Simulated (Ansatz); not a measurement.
## Co: pressure against volume

Co, P6_3/mmc, a = 2.494 Å, c = 8.088 Å. Ansatz: PBE, PAW, 420 eV, Γ-centred 21×21×6 mesh on 4 atoms, Gaussian smearing 0.10 eV; collinear spin, largest moment 1.7 μB. Shape and atoms are relaxed at each volume; pressure is positive in compression.

| V (Å³/atom) | P (GPa) |
| --- | --- |
| 9.913 | 24.80 |
| 10.239 | 14.98 |
| 10.566 | 6.83 |
| 10.893 | 0.00 |
| 11.220 | ? |
| 11.546 | -10.81 |
| 11.982 | -16.27 |

Take V0 = 10.893 Å³/atom, fit the third-order Birch–Murnaghan form to the other rows, and predict the missing pressure.

With the Eulerian strain f = ½[(V0/V)^(2/3) − 1] and y = P/[3f(1 + 2f)^(5/2)], the form is the line y = B0 + 1.5 B0 (B0′ − 4) f. Rows (f, y): 0.03243, 217.8; 0.02107, 213.8; 0.01026, 210.9; -0.01903, 208.6; -0.03077, 206.6. Means f = 0.002792, y = 211.54; Σ(Δf)² = 0.002871, ΣΔfΔy = 0.4520; the slope is their ratio. y = 211.1 + 157.4 f GPa, so B0 = 211.1 GPa and B0′ = 4 + 2 × (157.4)/(3 × 211.1) = 4.50. At V = 11.220, f = -0.00976, y = 209.56 and P = -5.84 GPa. The run gave -5.84 GPa, the same to the digits shown.